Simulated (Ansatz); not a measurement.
## Vibrational response of HgTe at 12 GPa

The calculation used DFT PBE, scalar-relativistic, plane waves, PAW (Ansatz 0.2.0). Cutoff 420 eV, 12×12×12 k-points (Γ-centred), Fermi-Dirac smearing of 0.15 eV. No spin polarisation. Phonons by linear response, acoustic sum rule imposed.

The cell, relaxed at 12 GPa:
```yaml
crystal:
  lattice:
    - [0.00000, 3.10486, 3.10486]
    - [3.10486, 0.00000, 3.10486]
    - [3.10486, 3.10486, 0.00000]
  atoms:
    - { symbol: Hg, position: [0.00000, 0.00000, 0.00000] }
    - { symbol: Te, position: [0.75000, 0.75000, 0.75000] }
```

In a metal, frequencies and elastic constants depend on the k mesh and the smearing, soft modes and shear constants most. Spin–orbit coupling is left out, which can shift energies with elements as heavy as these.

**Question.** Is this structure stable against zone-centre distortions?

**Answer.** Yes, at Γ: no optical mode is imaginary. Strains and other wave vectors aren't tested by this run.

**Question.** List the optical modes at Γ (i marks imaginary ones).

**Answer.**
```
frequency (cm⁻¹) degeneracy
             150           3
```

The bands only touch here, so at this level the crystal is a zero-gap semiconductor or semimetal, not an ordinary metal; spin–orbit coupling, left out, can open or move such a gap.

Cost: 1 run of about 1.2 core-minutes, on Intel Xeon Platinum 8259CL (Skylake/Cascade Lake) (shared hosts).